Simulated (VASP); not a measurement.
# Ir (P6_3/mmc) in VASP: a series of runs

One crystal, Ir, is run at these levels: PBEsol, PBE; tasks: single point, equation of state.

Program: VASP 6.6.1. These are calculated values, not measurements. Logs are shortened: lines on timing, memory, paths and dates and some standing lists are left out, and cuts for length are marked.

### Step 1. Starting point

Symmetry: P6_3/mmc, No. 194, hexagonal system. Conventional cell: a = 2.751 Å, b = 2.751 Å, c = 4.462 Å, α = 90.00°, β = 90.00°, γ = 120.00°. Ir (site symmetry -6m2) is surrounded by 12 Ir at 2.74 to 2.75 Å.

This isn't the form of Ir at room conditions, which is fcc.

### Step 2. Single point, PBEsol

INCAR

```
SYSTEM = Ir
ALGO     = Normal         ! electronic algorithm
EDIFF    = 1E-7           ! SCF threshold, eV
ENCUT    = 520            ! plane-wave cutoff, eV
GGA      = PS             ! functional
ISIF     = 2              ! what is computed and relaxed
ISMEAR   = -1             ! smearing method
LASPH    = .True.         ! aspherical terms in the spheres
LCHARG   = .False.        ! write CHGCAR
LREAL    = .False.        ! projectors in reciprocal space
LWAVE    = .False.        ! write WAVECAR
NBANDS   = 16             ! bands
NELM     = 80             ! most SCF steps
PREC     = Accurate       ! precision mode
SIGMA    = 0.05           ! smearing width, eV
```

KPOINTS

```
k-points
0
Gamma
  11 11 6
  0 0 0
```

POSCAR

```
Ir
1.0
    2.7513778946      0.0000000000      0.0000000000
   -1.3756889473      2.3827631521      0.0000000000
    0.0000000000      0.0000000000      4.4622900000
Ir
2
Direct
    0.3333333333      0.6666666667      0.2500000000
    0.6666666667      0.3333333333      0.7500000000
```

Potentials or basis: VASP PAW PBE potentials, release 64 (Ir).

Started as:

```bash
$ cat potpaw_PBE.64/Ir/POTCAR > POTCAR
$ mpirun -np 1 vasp_std > vasp.out
```

OUTCAR:

```text
SYSTEM = Ir
   EDIFF = 1E-7
   ENCUT = 520
   GGA = PS
   ISIF = 2
   ISMEAR = -1
   LASPH = .True.
   LREAL = .False.
   NELM = 80
   PREC = Accurate

 ion  position               nearest neighbor table
   1  0.333  0.667  0.250-   2 2.74   2 2.74   2 2.74   2 2.74   2 2.74   2 2.74
   2  0.667  0.333  0.750-   1 2.74   1 2.74   1 2.74   1 2.74   1 2.74   1 2.74

  LATTYP: Found a hexagonal cell.
 ALAT       =     2.7513778946
 C/A-ratio  =     1.6218382828

  Lattice vectors:

 A1 = (   2.7513778946,   0.0000000000,   0.0000000000)
 A2 = (  -1.3756889473,   2.3827631521,   0.0000000000)
 A3 = (   0.0000000000,   0.0000000000,   4.4622900000)

Analysis of symmetry for initial positions (statically):
=====================================================================
 Subroutine PRICEL returns:
 Original cell was already a primitive cell.

 Routine SETGRP: Setting up the symmetry group for a
 hexagonal supercell.

 Subroutine GETGRP returns: Found 24 space group operations
 (whereof 12 operations were pure point group operations)
 out of a pool of 24 trial point group operations.

The static configuration has the point symmetry D_3d.
 The point group associated with its full space group is D_6h.

Analysis of symmetry for dynamics (positions and initial velocities):
=====================================================================
 Subroutine PRICEL returns:
 Original cell was already a primitive cell.

 Routine SETGRP: Setting up the symmetry group for a
 hexagonal supercell.

 Subroutine GETGRP returns: Found 24 space group operations
 (whereof 12 operations were pure point group operations)
 out of a pool of 24 trial point group operations.

The dynamic configuration has the point symmetry D_3d.
 The point group associated with its full space group is D_6h.

 Subroutine INISYM returns: Found 24 space group operations
 (whereof 12 operations are pure point group operations),
 and found     1 'primitive' translations

----------------------------------------------------------------------------------------

                                     Primitive cell

  volume of cell :      29.2542

  direct lattice vectors                    reciprocal lattice vectors
     2.751377895  0.000000000  0.000000000     0.363454254  0.209840411  0.000000000
    -1.375688947  2.382763152  0.000000000     0.000000000  0.419680823  0.000000000
     0.000000000  0.000000000  4.462290000     0.000000000  0.000000000  0.224100182

  length of vectors
     2.751377895  2.751377895  4.462290000     0.419680823  0.419680823  0.224100182

  position of ions in fractional coordinates (direct lattice)
     0.333333333  0.666666667  0.250000000
     0.666666667  0.333333333  0.750000000

  ion indices of the primitive-cell ions
   primitive index   ion index
                 1           1
                 2           2

----------------------------------------------------------------------------------------

 KPOINTS: k-points

Automatic generation of k-mesh.
 Grid dimensions read from file:
 generate k-points for:   11   11    6

 Generating k-lattice:

  Cartesian coordinates                     Fractional coordinates (reciprocal lattice)
     0.033041296  0.019076401  0.000000000     0.090909091 -0.000000000  0.000000000
     0.000000000  0.038152802  0.000000000     0.000000000  0.090909091  0.000000000
     0.000000000  0.000000000  0.037350030     0.000000000  0.000000000  0.166666667

  Length of vectors
     0.038152802  0.038152802  0.037350030

  Shift w.r.t. Gamma in fractional coordinates (k-lattice)
     0.000000000  0.000000000  0.000000000

 Subroutine IBZKPT returns following result:
 ===========================================

 Found     64 irreducible k-points:

 Following reciprocal coordinates:
            Coordinates               Weight
  0.000000  0.000000  0.000000      1.000000
  0.090909 -0.000000  0.000000      6.000000
  0.181818 -0.000000  0.000000      6.000000
  0.272727 -0.000000  0.000000      6.000000
  0.363636 -0.000000  0.000000      6.000000
  0.454545 -0.000000  0.000000      6.000000
[... 16 lines left out ...]
  0.090909  0.090909  0.166667     12.000000
  0.181818  0.090909  0.166667     24.000000
 [... further k-points ...]
   k-points           NKPTS =     64   k-points in BZ     NKDIM =     64   number of bands    NBANDS=     16
   number of dos      NEDOS =    301   number of ions     NIONS =      2
   total plane-waves  NPLWV =  14400
   dimension x,y,z NGX =    20 NGY =   20 NGZ =   36
   dimension x,y,z NGXF=    40 NGYF=   40 NGZF=   72
   ions per type =               2
   NGX,Y,Z   is equivalent  to a cutoff of  12.08, 12.08, 13.41 a.u.
   NGXF,Y,Z  is equivalent  to a cutoff of  24.17, 24.17, 26.82 a.u.
 SYSTEM =  Ir
   PREC   = accura    normal or accurate (medium, high low for compatibility)
   ISTART =      0    job   : 0-new  1-cont  2-samecut
   ICHARG =      2    charge: 1-file 2-atom 10-const
   ISPIN  =      1    spin polarized calculation?
   LNONCOLLINEAR =      F non collinear calculations
   LSORBIT =      F    spin-orbit coupling
   LASPH  =      T    aspherical Exc in radial PAW
   ENCUT  =  520.0 eV  38.22 Ry    6.18 a.u.   5.12  5.12  8.30*2*pi/ulx,y,z
   NELM   =     80;   NELMIN=  2; NELMDL= -5     # of ELM steps
   EDIFF  = 0.1E-06   stopping-criterion for ELM
   LREAL  =      F    real-space projection
   EDIFFG = 0.1E-05   stopping-criterion for IOM
   NSW    =      0    number of steps for IOM
   IBRION =     -1    ionic relax: 0-MD 1-quasi-New 2-CG
   NFREE  =      0    steps in history (QN), initial steepest desc. (CG)
   ISIF   =      2    stress and relaxation
   ISYM   =      2    0-nonsym 1-usesym 2-fastsym
   POTIM  = 0.5000    time-step for ionic-motion
   TEBEG  =    0.0;   TEEND  =   0.0 temperature during run
   PSTRESS=    0.0 pullay stress
   NELECT =      18.0000    total number of electrons
   NUPDOWN=      -1.0000    fix difference up-down
   EMIN   =  10.00;   EMAX   =-10.00  energy-range for DOS
   EFERMI =   0.00;   METHOD = LEGACY
   ISMEAR =    -1;   SIGMA  =   0.05  broadening in eV -4-tet -1-fermi 0-gaus
   EFERMI_NEDOS =   21; number of points for ismear=-14 and -15
   IALGO  =     38    algorithm
   IMIX   =      4    mixing-type and parameters
     AMIX     =   0.40;   BMIX     =  1.00
     AMIX_MAG =   1.60;   BMIX_MAG =  1.00
  volume/ion in A,a.u.               =      14.63        98.71
  Fermi-wavevector in a.u.,A,eV,Ry     =   1.392417  2.631287 26.379323  1.938826
  Thomas-Fermi vector in A             =   2.516162
   LORBIT       =      0    0 simple, 1 ext, 2 COOP (PROOUT), +10 PAW based schemes
   GGA     = PS    functional components
   LHFCALC =     F    Hartree Fock is set to
   AEXX    =    0.0000 exact exchange contribution
   IVDW    =     0    specifies the selected vdW correction
   LEPSILON=     F    determine dielectric tensor
   LRPA    =     F    only Hartree local field effects (RPA)
 non-spin polarized calculation
  energy-cutoff  :      520.00
  volume of cell :       29.25
 maximum number of plane-waves:       796
   NGX = 11   NGY = 11   NGZ = 17

 number of electron      18.0000000 magnetization

 Free energy of the ion-electron system (eV)
  ---------------------------------------------------
  ext. energy  EPLUGINS =         0.00000000
  ---------------------------------------------------
  free energy    TOTEN  =       -19.43404133 eV

  energy without entropy =      -19.40855224  energy(sigma->0) =      -19.42129679

 E-fermi :   9.7709     XC(G=0): -13.9065

 val. band max:        9.7619434592   @ k =   0.3636   0.1818   0.1667
 cond. band min:       9.7762584496   @ k =   0.2727   0.0909   0.3333
 fundamental gap:      0.0143149904
 Fermi energy:         9.7708810745

 k-point     1 :       0.0000    0.0000    0.0000
  band No.  band energies     occupation
      1      -1.1573      2.00000
      2       1.9082      2.00000
      3       6.0138      2.00000
      4       6.1191      2.00000
      5       6.1191      2.00000
      6       6.7467      2.00000
[... 8 lines left out ...]
     15      26.2017      0.00000
     16      27.2092      0.00000

 k-point     2 :       0.0909   -0.0000    0.0000
  band No.  band energies     occupation
      1      -0.8465      2.00000
      2       2.1825      2.00000
      3       5.6002      2.00000
      4       6.3792      2.00000
      5       6.4520      2.00000
      6       6.6105      2.00000
[... 8 lines left out ...]
     15      26.5995      0.00000
     16      27.6260      0.00000

 k-point     3 :       0.1818   -0.0000    0.0000
  band No.  band energies     occupation
      1       0.0181      2.00000
      2       2.8318      2.00000
      3       5.1128      2.00000
      4       5.7567      2.00000
      5       6.1589      2.00000
      6       6.8940      2.00000
[... 8 lines left out ...]
     15      26.8854      0.00000
     16      27.2905      0.00000

 k-point     4 :       0.2727   -0.0000    0.0000
  band No.  band energies     occupation
      1       1.1879      2.00000
      2       3.1401      2.00000
      3       4.5321      2.00000
      4       5.1362      2.00000
      5       5.9971      2.00000
      6       6.4299      2.00000
[... 8 lines left out ...]
     15      24.8839      0.00000
     16      25.3515      0.00000
[... 324 lines left out ...]
 k-point    22 :       0.4545   -0.0000    0.1667
  band No.  band energies     occupation
      1       2.1811      2.00000
      2       2.6581      2.00000
      3       3.8412      2.00000
      4       4.8608      2.00000
      5       6.0874      2.00000
      6       6.8718      2.00000
[... 8 lines left out ...]
     15      22.0161      0.00000
     16      22.4791      0.00000

 k-point    23 :       0.0909    0.0909    0.1667
  band No.  band energies     occupation
      1       0.0207      2.00000
      2       2.7127      2.00000
      3       5.2311      2.00000
      4       5.5518      2.00000
      5       6.1082      2.00000
      6       6.5682      2.00000
[... 8 lines left out ...]
     15      26.6511      0.00000
     16      27.0786      0.00000

 k-point    24 :       0.1818    0.0909    0.1667
  band No.  band energies     occupation
      1       1.0150      2.00000
      2       3.4037      2.00000
      3       4.6375      2.00000
      4       4.8717      2.00000
      5       5.8341      2.00000
      6       6.4307      2.00000
[... 8 lines left out ...]
     15      24.8521      0.00000
     16      26.2637      0.00000

 [... further k-points ...]
[... 5 lines left out ...]
  --------------------------------------------------------------------------------------
  -------------------------------------------------------------------------------------
  Total       -2.0932929     -2.0932929     -2.1801175      0.0000000     -0.0000000      0.0000000
  in kB     -114.6440882   -114.6440882   -119.3992420      0.0000000     -0.0000000      0.0000000
  external PRESSURE =    -116.2291395 kB  Pullay stress =       0.0000000 kB

 VOLUME and BASIS-vectors are now :
 -----------------------------------------------------------------------------
  energy-cutoff  :      520.00
  volume of cell :       29.25
      direct lattice vectors                 reciprocal lattice vectors
     2.751377895  0.000000000  0.000000000     0.363454254  0.209840411  0.000000000
    -1.375688947  2.382763152  0.000000000     0.000000000  0.419680823  0.000000000
     0.000000000  0.000000000  4.462290000     0.000000000  0.000000000  0.224100182

 POSITION                                       TOTAL-FORCE (eV/Angst)
 -----------------------------------------------------------------------------------
     -0.00000      1.58851      1.11557        -0.000000      0.000000      0.000000
      1.37569      0.79425      3.34672         0.000000     -0.000000      0.000000
 -----------------------------------------------------------------------------------
    total drift:                                0.000000     -0.000000     -0.000000

  FREE ENERGIE OF THE ION-ELECTRON SYSTEM (eV)
  ---------------------------------------------------
  free  energy   TOTEN  =       -19.4340413306 eV

  energy  without entropy=      -19.4085522429  energy(sigma->0) =      -19.42129679
```

Wall time 42 s (1 thread of Intel Xeon Platinum 8375C at 2.90GHz (Ice Lake), shared host); peak memory 0.15 GiB.

What came out:

```yaml
Free_energy: -19.4340 eV
Pressure: -11.6 GPa
Band_gap_on_the_k_mesh: none (metal or under the smearing width)
```

Caveat: the PAW data sets were made with another functional, which shifts forces and pressure a little. Spin-orbit coupling is left out, which matters for the levels of Ir.

### Step 3. Equation of state, PBEsol, 13.75 Å³/atom (volume scaled by 0.94)

INCAR is that of step 2.

KPOINTS is that of step 2.

POSCAR

```
Ir
1.0
    2.6952115654      0.0000000000      0.0000000000
   -1.3476057827      2.3341216842      0.0000000000
    0.0000000000      0.0000000000      4.3711972971
Ir
2
Direct
    0.3333333333      0.6666666667      0.2500000000
    0.6666666667      0.3333333333      0.7500000000
```

Potentials or basis: VASP PAW PBE potentials, release 64 (Ir).

Started as:

```bash
$ cat potpaw_PBE.64/Ir/POTCAR > POTCAR
$ mpirun -np 1 vasp_std > vasp.out
```

It took 34 s on 1 thread of Intel Xeon Platinum 8375C at 2.90GHz (Ice Lake), shared host; peak memory 0.15 GiB.

The run converged. Its results:

```
Free energy            : -19.4390 eV
Pressure               : 12.1 GPa
Band gap on the k mesh : none (metal or under the smearing width)
```

Caveat: the PAW data sets were made with another functional, which shifts forces and pressure a little.

### Step 4. Equation of state, PBEsol, 14.04 Å³/atom (volume scaled by 0.96)

INCAR is that of step 3.

KPOINTS is that of step 3.

POSCAR

```
Ir
1.0
    2.7141925539      0.0000000000      0.0000000000
   -1.3570962769      2.3505597024      0.0000000000
    0.0000000000      0.0000000000      4.4019813909
Ir
2
Direct
    0.3333333333      0.6666666667      0.2500000000
    0.6666666667      0.3333333333      0.7500000000
```

Started as:

```bash
$ cat potpaw_PBE.64/Ir/POTCAR > POTCAR
$ mpirun -np 1 vasp_std > vasp.out
```

Wall time 35 s (1 thread of Intel Xeon Platinum 8375C at 2.90GHz (Ice Lake), shared host); peak memory 0.15 GiB.

The run converged. Its results:

```yaml
Free_energy: -19.4667 eV
Pressure: 3.2 GPa
Band_gap_on_the_k_mesh: none (metal or under the smearing width)
```

Caveat: the PAW data sets were made with another functional, which shifts forces and pressure a little.

### Step 5. Equation of state, PBEsol, 14.33 Å³/atom (volume scaled by 0.98)

INCAR is that of step 4.

KPOINTS is that of step 4.

POSCAR

```
Ir
1.0
    2.7329117147      0.0000000000      0.0000000000
   -1.3664558574      2.3667709712      0.0000000000
    0.0000000000      0.0000000000      4.4323408426
Ir
2
Direct
    0.3333333333      0.6666666667      0.2500000000
    0.6666666667      0.3333333333      0.7500000000
```

Started as:

```bash
$ cat potpaw_PBE.64/Ir/POTCAR > POTCAR
$ mpirun -np 1 vasp_std > vasp.out
```

Run time: 42 s. Hardware: 1 thread of Intel Xeon Platinum 8375C at 2.90GHz (Ice Lake), shared host; peak memory 0.16 GiB.

The run converged. Its results:

```
Free energy            : -19.4639 eV
Pressure               : -4.7 GPa
Band gap on the k mesh : none (metal or under the smearing width)
```

Caveat: the PAW data sets were made with another functional, which shifts forces and pressure a little.

### Step 6. Equation of state, PBEsol, 14.92 Å³/atom (volume scaled by 1.02)

INCAR is that of step 5.

KPOINTS is that of step 5.

POSCAR

```
Ir
1.0
    2.7695994713      0.0000000000      0.0000000000
   -1.3847997356      2.3985435004      0.0000000000
    0.0000000000      0.0000000000      4.4918424506
Ir
2
Direct
    0.3333333333      0.6666666667      0.2500000000
    0.6666666667      0.3333333333      0.7500000000
```

Potentials or basis: VASP PAW PBE potentials, release 64 (Ir).

Started as:

```bash
$ cat potpaw_PBE.64/Ir/POTCAR > POTCAR
$ mpirun -np 1 vasp_std > vasp.out
```

Run time: 50 s. Hardware: 1 thread of Intel Xeon Platinum 8375C at 2.90GHz (Ice Lake), shared host; peak memory 0.17 GiB.

Results (log left out):

```yaml
Free_energy: -19.3805 eV
Pressure: -17.7 GPa
Band_gap_on_the_k_mesh: none (metal or under the smearing width)
```

Caveat: the PAW data sets were made with another functional, which shifts forces and pressure a little.

### Step 7. Equation of state, PBEsol, 15.21 Å³/atom (volume scaled by 1.04)

INCAR is that of step 6.

KPOINTS is that of step 6.

POSCAR

```
Ir
1.0
    2.7875843874      0.0000000000      0.0000000000
   -1.3937921937      2.4141188946      0.0000000000
    0.0000000000      0.0000000000      4.5210110761
Ir
2
Direct
    0.3333333333      0.6666666667      0.2500000000
    0.6666666667      0.3333333333      0.7500000000
```

Started as:

```bash
$ cat potpaw_PBE.64/Ir/POTCAR > POTCAR
$ mpirun -np 1 vasp_std > vasp.out
```

Wall time 37 s (1 thread of Intel Xeon Platinum 8375C at 2.90GHz (Ice Lake), shared host); peak memory 0.17 GiB.

It converged, with:

| Property | Result |
| --- | --- |
| Free energy | -19.3061 eV |
| Pressure | -23.1 GPa |
| Band gap on the k mesh | none (metal or under the smearing width) |

Caveat: the PAW data sets were made with another functional, which shifts forces and pressure a little.

### Step 8. Equation of state, PBEsol, 15.50 Å³/atom (volume scaled by 1.06)

INCAR is that of step 7.

KPOINTS is that of step 7.

POSCAR

```
Ir
1.0
    2.8053401807      0.0000000000      0.0000000000
   -1.4026700903      2.4294958627      0.0000000000
    0.0000000000      0.0000000000      4.5498081014
Ir
2
Direct
    0.3333333333      0.6666666667      0.2500000000
    0.6666666667      0.3333333333      0.7500000000
```

Started as:

```bash
$ cat potpaw_PBE.64/Ir/POTCAR > POTCAR
$ mpirun -np 1 vasp_std > vasp.out
```

Run time: 42 s. Hardware: 1 thread of Intel Xeon Platinum 8375C at 2.90GHz (Ice Lake), shared host; peak memory 0.17 GiB.

The run converged. Its results:

```
Free energy            : -19.2134 eV
Pressure               : -27.7 GPa
Band gap on the k mesh : none (metal or under the smearing width)
```

Caveat: the PAW data sets were made with another functional, which shifts forces and pressure a little.

### Step 9. Single point, PBEsol (atoms moved at random, drawn with an rms of 0.05 Å)

INCAR is that of step 8.

KPOINTS is that of step 8.

POSCAR

```
Ir
1.0
    2.7513778946      0.0000000000      0.0000000000
   -1.3756889473      2.3827631521      0.0000000000
    0.0000000000      0.0000000000      4.4622900000
Ir
2
Direct
    0.3444510000      0.6613210000      0.2571310000
    0.6490330000      0.3450400000      0.7464990000
```

Potentials or basis: VASP PAW PBE potentials, release 64 (Ir).

Started as:

```bash
$ cat potpaw_PBE.64/Ir/POTCAR > POTCAR
$ mpirun -np 1 vasp_std > vasp.out
```

It took 3.2 min on 1 thread of Intel Xeon Platinum 8375C at 2.90GHz (Ice Lake), shared host; peak memory 0.25 GiB.

It converged, with:

- Free energy: -19.3933 eV
- Pressure: -10.7 GPa
- Largest force: 0.756 eV/Å
- Band gap on the k mesh: none (metal or under the smearing width)

Forces in eV/Å, atoms in the order of the input:
```
Ir  -0.484  0.200 -0.546
Ir   0.484 -0.200  0.546
```

Stress tensor (GPa, compression positive):
```
-10.55  -0.66   1.16
 -0.66 -11.24  -0.52
  1.16  -0.52 -10.27
```

Levels at points of the mesh, in eV from the Fermi level:
| k point | band 6 | band 7 | band 8 | band 9 | band 10 | band 11 | band 12 | band 13 |
| --- | --- | --- | --- | --- | --- | --- | --- | --- |
| (0.00, 0.00, 0.00) | -3.15 | -2.92 | -2.53 | -1.91 | -0.77 | -0.09 | 0.59 | 6.74 |
| (0.00, 0.00, 0.50) | -3.83 | -3.72 | -3.68 | -0.71 | -0.45 | -0.41 | -0.26 | 13.16 |

Caveat: the PAW data sets were made with another functional, which shifts forces and pressure a little. Spin-orbit coupling is left out, which matters for the levels of Ir.

(Part 1 of 2 ends here.)
